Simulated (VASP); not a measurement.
Te2Mo, 12 atoms in the cell. Symmetry: Pm, No. 6, monoclinic system. The conventional cell has a = 6.346 Å, b = 3.494 Å, c = 14.866 Å, α = 90.00°, β = 92.12°, γ = 90.00°. Te (site symmetry m) has 3 Mo at 2.82 to 2.84 Å as nearest neighbours. Te (site symmetry m) has 3 Mo at 2.82 to 2.84 Å as nearest neighbours. Te (site symmetry m) has 3 Mo at 2.70 to 2.71 Å as nearest neighbours. Around Te (site symmetry m) lie 3 Mo at 2.70 to 2.71 Å. Te (site symmetry m) is surrounded by 3 Mo at 2.70 to 2.71 Å. Te (site symmetry m) has 3 Mo at 2.70 to 2.71 Å as nearest neighbours. Around Te (site symmetry m) lie 3 Mo at 2.82 to 2.84 Å. Te (site symmetry m) is surrounded by 3 Mo at 2.82 to 2.84 Å. The cell is a database's computed one.

| Quantity | Value |
| --- | --- |
| Program | VASP 6.6.1 |
| Task | optical spectrum |
| Functional | PBE |
| Potentials or basis | VASP PAW PBE potentials, release 64 (Te, Mo_sv) |
| Cutoff | 520 eV |
| k mesh | 3 × 6 × 2 |
| Occupations | gaussian, width 0.02 eV |
| Spin | no spin polarisation |
| Further INCAR settings | ALGO = Normal; EDIFF = 1e-06; NBANDS = 100 |

Potentials or basis: VASP PAW PBE potentials, release 64 (Te, Mo_sv).

Launch:

```console
$ cat potpaw_PBE.64/Te/POTCAR potpaw_PBE.64/Mo_sv/POTCAR > POTCAR
$ mpirun -np 1 vasp_std > vasp.out
```

Hardware: 1 thread of Intel(R) Xeon(R) 6975P-C (Granite Rapids) (shared host).

How long does it take, and how much memory?

It took 5.9 min on 1 thread of Intel(R) Xeon(R) 6975P-C (Granite Rapids), with other jobs on the host, peak memory 0.96 GiB. Counts: scf iterations 18, k points 16.
